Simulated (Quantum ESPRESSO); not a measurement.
Si:

```
Si
1.0
    -3.33608    3.33608    3.33608
     3.33608   -3.33608    3.33608
     3.33608    3.33608   -3.33608
Si
6
Direct
  0.50000 0.75000 0.25000
  0.25000 0.75000 0.50000
  0.25000 0.50000 0.75000
  0.50000 0.25000 0.75000
  0.75000 0.50000 0.25000
  0.75000 0.25000 0.50000
```

This isn't the form of Si at room conditions, which is diamond.

| Property | Result |
| --- | --- |
| Program | Quantum ESPRESSO 7.5 |
| Task | phonons |
| Functional | AM05 |
| Potentials or basis | PseudoDojo 0.4.1 SR PBE standard |
| Cutoff | 490 eV |
| Density cutoff | 1959 eV |
| k mesh | 6 × 6 × 6 |
| Occupations | methfessel-paxton, width 0.136 eV |
| Spin | no spin polarisation |
| Mixing beta | 0.5 |
| Most SCF iterations | 120 |
| SCF threshold | 1.2e-09 Ry |

The cell and the atoms were relaxed first, to 25.12 Å³/atom (a = 5.807 Å, b = 5.807 Å, c = 5.807 Å, α = 109.47°, β = 109.47°, γ = 109.47°), and the response was taken there.

The first run showed a gap, so the response started from a second, tighter run with fixed occupations.

Question: Which optical modes does the crystal have at the zone centre, and which show in infrared and Raman spectra?

Answer: The optical modes are T1g + A2g + T2u + T2g + T1u + Eg. Infrared active: T1u. Raman active: T2g + Eg.

Optical modes at Γ, degenerate ones joined, polar ones without the macroscopic field:
```
cm⁻¹  components  symmetry  active in  IR intensity, summed ((D/Å)²/amu)
  53           3       T1g     silent                               0.00
 185           1       A2g     silent                               0.00
 367           3       T2u     silent                               0.00
 427           3       T2g      Raman                               0.00
 461           3       T1u         IR                               1.15
 487           2        Eg      Raman                               0.00
```

Born effective charge tensors (e):
atom 1, Si
```
 0.39  0.00  0.00
 0.00 -0.20  0.00
 0.00  0.00 -0.20
```
atom 2, Si
```
-0.20  0.00  0.00
 0.00 -0.20  0.00
 0.00  0.00  0.39
```
atom 3, Si
```
-0.20  0.00  0.00
 0.00  0.39  0.00
 0.00  0.00 -0.20
```
atom 4, Si
```
 0.39  0.00  0.00
 0.00 -0.20  0.00
 0.00  0.00 -0.20
```
atom 5, Si
```
-0.20  0.00  0.00
 0.00  0.39  0.00
 0.00  0.00 -0.20
```
atom 6, Si
```
-0.20  0.00  0.00
 0.00 -0.20  0.00
 0.00  0.00  0.39
```

Electronic dielectric tensor:
```
10.26  0.00  0.00
 0.00 10.26  0.00
 0.00  0.00 10.26
```

Static dielectric tensor, electrons and zone-centre modes:
```
10.28  0.00  0.00
 0.00 10.28  0.00
 0.00  0.00 10.28
```

Caveat: the mesh is thin for the dielectric tensor, Born charges and intensities, which usually come out too large; the potentials were made for another functional, which shifts forces and pressure; the gap is small at this level, which inflates the dielectric constant; this smearing can shift energies of a crystal with a gap; the gap on the mesh is small and may close between mesh points, in which case fixed occupations spoil the response; on a mesh that holds Γ this program's dielectric tensor can be off by some percent beyond the error of the mesh.
